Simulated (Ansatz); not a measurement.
System: Hf (fcc type), 1 atom in the cell.

```
CELL_PARAMETERS angstrom
0.00000 2.24400 2.24400
2.24400 0.00000 2.24400
2.24400 2.24400 0.00000
ATOMIC_POSITIONS crystal
Hf 0.00000 0.00000 0.00000
```

Code and potentials: Ansatz all-electron LAPW. Settings of the plain PBE run: k-mesh 4×4×4 Γ-centred; Fermi–Dirac smearing of 0.15 eV; no spin polarisation; no spin–orbit coupling.

Plain PBE gives:

```yaml
Pressure: 0.31 GPa
```

Problem. What changes under PBE with spin–orbit coupling?

Solution. The pressure drops by 0.40 GPa to -0.09 GPa.

The k-mesh is coarse, so these values belong to this mesh and can lie far from the converged ones. This cubic structure is a model: it isn't the usual form of the substance at ambient conditions, and such phases are metastable or hypothetical.
